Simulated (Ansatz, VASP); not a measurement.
## One calculation of Na, two programs

```
Na
1.0
    -2.02858    2.02858    2.02858
     2.02858   -2.02858    2.02858
     2.02858    2.02858   -2.02858
Na
1
Cartesian
  0.0000 0.0000 0.0000
```

Alike in both runs: functional LDA; k mesh 11 × 11 × 11; occupations fermi-dirac, width 0.05 eV; no spin polarisation.

Ansatz relaxed the structure, and its values are those at the end. VASP's run is a single point on that final structure, the one shown.

|  | VASP | Ansatz |
| --- | --- | --- |
| version | VASP 6.6.1 | Ansatz 0.2.0 |
| potentials or method | VASP PAW LDA potentials, release 64 (Na_pv), cutoff 520 eV | all-electron LAPW, scalar-relativistic |

|  | VASP | Ansatz | Ansatz less VASP |
| --- | --- | --- | --- |
| pressure (GPa) | -0.1 | 0.0 | +0.02 |

Ansatz ran all-electron here, so the differences hold the error of VASP's frozen core and of both bases.
